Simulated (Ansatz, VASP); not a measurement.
**MgB2: VASP beside Ansatz**

The input INCAR:

```
PREC     = Accurate       # precision mode
ENCUT    = 520            # plane-wave cutoff, eV
EDIFF    = 1E-7           # SCF threshold, eV
ISMEAR   = -1             # smearing method
SIGMA    = 0.05           # smearing width, eV
LREAL    = F              # projectors in reciprocal space
LASPH    = T              # aspherical terms in the spheres
NELM     = 60             # most SCF steps
ALGO     = Normal         # electronic algorithm
ISIF     = 2              # what is computed and relaxed
LWAVE    = F              # write WAVECAR
LCHARG   = F              # write CHGCAR
GGA      = PE             # functional
NBANDS   = 11             # bands
```

File KPOINTS:

```
Automatic mesh
0
Gamma
  12 12 9
```

The input POSCAR:

```
MgB2
1.0
    3.1455062765      0.0000000000      0.0000000000
   -1.5727531383      2.7240883433      0.0000000000
    0.0000000000      0.0000000000      3.5920959734
Mg B
1 2
Direct
    0.0000000000      0.0000000000      0.0000000000
    0.3333333333      0.6666666667      0.5000000000
    0.6666666667      0.3333333333      0.5000000000
```

Input for Ansatz:

```yaml
crystal:
  lattice:
    - [3.1455062765, 0.0, 0.0]
    - [-1.5727531383, 2.7240883433, 0.0]
    - [0.0, 0.0, 3.5920959734]
  atoms:
    - { symbol: Mg, position: [0.0, 0.0, 0.0] }
    - { symbol: B, position: [0.3333333333, 0.6666666667, 0.5] }
    - { symbol: B, position: [0.6666666667, 0.3333333333, 0.5] }
kpoints:
  mp_grid: { grid: [12, 12, 9] }
  band_path:
    path:
      - [0.0, 0.0, 0.0]
      - [0.5, 0.0, 0.0]
      - [0.3333333333, 0.3333333333, 0.0]
      - [0.0, 0.0, 0.0]
      - [0.0, 0.0, 0.5]
      - [0.5, 0.0, 0.5]
      - [0.3333333333, 0.3333333333, 0.5]
      - [0.0, 0.0, 0.5]
      - [0.5, 0.0, 0.5]
    npoints: 5
scf:
  occupations: { method: fermi_dirac, width: 0.05 }
hamiltonian:
  xc: pbe
  pseudopotentials: { kind: all_electron, lapw: { basis_error: 0.0005 } }
output:
  forces: true
  stress: true
  eigenvalues: true
```

Change from the starting cell: volume scaled by 1.06.

Alike in both runs: task single point; functional PBE; k mesh 12 × 12 × 9; occupations fermi-dirac, width 0.05 eV; no spin polarisation.

```csv
,VASP,Ansatz
version,VASP 6.6.1,Ansatz 0.2.0
potentials or method,"VASP PAW PBE potentials, release 64 (Mg, B)","all-electron LAPW, scalar-relativistic"
plane-wave cutoff (eV),520,see its input
```

Ansatz gave:

| Quantity | Value |
| --- | --- |
| pressure (GPa) | -8.9 |
| largest component of the traceless stress (GPa) | 2.60 |

Task: What did VASP give for the same quantities?

Result: Pressure (GPa): -9.1; largest component of the traceless stress (GPa): 2.47.

Ansatz ran all-electron here, so the differences hold the error of VASP's frozen core and of both bases.
